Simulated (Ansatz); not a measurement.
A plane-wave DFT run in Ansatz 0.2.0 (scalar-relativistic PAW potentials unless the input names others): input and command.

```yaml
crystal:
  lattice:
    - [2.5667552653, -0.0115051933, 0.0014387977]
    - [-1.2933414224, 2.1938488732, -0.0085409176]
    - [0.002381258, -0.0149474527, 4.2713641683]
  atoms:
    - { symbol: B, position: [0.6559967362, 0.5539837248, 1.0224291091] }
    - { symbol: B, position: [0.4341303267, 0.6157705854, 0.4648218751] }
    - { symbol: "N", position: [0.6794050864, 0.2992984416, 0.625563436] }
    - { symbol: "N", position: [0.2304678507, 0.5309472482, 0.1371855798] }
kpoints:
  mp_grid: { grid: [12, 12, 6] }
hamiltonian:
  xc: pbe
scf:
  occupations: { method: gaussian, width: 0.05 }
output:
  forces: true
  eigenvalues: true
  stress: true
accuracy: high
```

```bash
ansatz run input.yaml --threads 2 --pin off --max-ram 5120MiB --backend cpu --events-out ev --progress --plain --runs-dir out
```

Abridged log:
```
Basis set: ecut = 420 eV, 477 PW (Γ), exchange–correlation on 40×40×72 points (8 copies of the dense FFT grid, shifted against one another)
Bands: 12, of which v1, the nominal top of the filled ones, is band 8 counted from 1 (7 counted from 0)
Symmetry: 1 space group operations
k-points: 436 of 864 (time reversal used)
SCF iter   1: F=—  HF=-1078.808048 eV  |F-HF|=—  |Δ(HF+E_count)|=         —  Δρ=1.37e-2  dr2=3.72e-2  ethr=1.77e-3  ⟨swp⟩=6.7  Hψ=31600  notcnv=0
SCF iter   2: F=—  HF=-1078.801167 eV  |F-HF|=—  |Δ(HF+E_count)|=   6.88e-3  Δρ=5.82e-3  dr2=5.10e-3  ethr=2.32e-4  ⟨swp⟩=2.0  Hψ=10397  notcnv=0
SCF iter   3: F=—  HF=-1078.800735 eV  |F-HF|=—  |Δ(HF+E_count)|=   4.31e-4  Δρ=9.95e-4  dr2=1.45e-4  ethr=3.19e-5  ⟨swp⟩=2.9  Hψ=9162  notcnv=0
SCF iter   4: F=—  HF=-1078.800760 eV  |F-HF|=—  |Δ(HF+E_count)|=   2.50e-5  Δρ=2.64e-4  dr2=9.65e-6  ethr=9.06e-7  ⟨swp⟩=2.1  Hψ=7535  notcnv=0
SCF iter   5: F=—  HF=-1078.800763 eV  |F-HF|=—  |Δ(HF+E_count)|=   2.91e-6  Δρ=6.63e-5  dr2=4.48e-7  ethr=6.03e-8  ⟨swp⟩=2.2  Hψ=7471  notcnv=0
SCF iter   6: F=-1078.800763 eV  HF=-1078.800763 eV  |F-HF|=4.01e-9  |Δ(HF+E_count)|=   2.20e-7  Δρ=9.05e-6  dr2=7.57e-9  ethr=6.25e-10  ⟨swp⟩=5.2  Hψ=24524  notcnv=0
SCF iter   7: F=—  HF=-1078.800763 eV  |F-HF|=—  |Δ(HF+E_count)|=   5.39e-9  Δρ=1.18e-6  dr2=1.37e-10  ethr=4.73e-11  ⟨swp⟩=2.7  Hψ=8970  notcnv=0
SCF iter   8: F=-1078.800763 eV  HF=-1078.800763 eV  |F-HF|=2.50e-12  |Δ(HF+E_count)|=  7.41e-11  Δρ=1.88e-7  dr2=3.44e-12  ethr=1.00e-12  ⟨swp⟩=4.3  Hψ=17611  notcnv=0
SCF 1 converged in 8 iterations: F = -1078.800763 eV  dr2 = 3.44e-12
SCF converged after 8 iterations
Free energy (F): -1078.800763 eV
Harris-Foulkes:  -1078.800763 eV  (|F-HF|=2.50e-12)
Internal energy: -1078.800763 eV  (E = F + TS)
E sigma→0 (E₀):  -1078.800763 eV
Entropy (-TS):    0.000000 eV ( 0.000 meV/atom)
Fermi energy:    13.196250 eV
--- Forces (eV/Å), atoms counted from 1 ---
  atom   1  B     16.70724408    -1.51582666   -10.43618247
  atom   2  B     -5.01626968     1.07574759     5.73043293
  atom   3  N      1.68928041     0.27652517    -0.69218037
  atom   4  N    -13.38025720     0.16355322     5.39793047
--- Stress (GPa, compression-positive) ---
       91.845553      12.674541     -35.074901
       12.674525      47.381690     -31.868729
      -35.074914     -31.868785      35.930378
  P = ⅓ Tr σ = 58.3859 GPa (583.859 kbar)
```

Apart from outputs and empty bands, the input differs from a reference run on usual settings in accuracy: not typed → "high"; basis.ecutwfc: 420 → not typed. The reference, at the same geometry (not necessarily relaxed), gave pressure 58.39 GPa, largest force 19.757 eV/Å, gap on the mesh 0.26 eV. This run converged in 8 SCF iterations (reference: 6) with an energy at zero smearing within 0.01 meV/atom of the reference's, pressure 58.39 GPa, largest force 19.757 eV/Å, gap on the mesh 0.26 eV.

It took 15 s on 2 threads of Intel(R) Xeon(R) Platinum 8259CL CPU @ 2.50GHz (Skylake/Cascade Lake), with other jobs on the host, peak memory 0.49 GiB.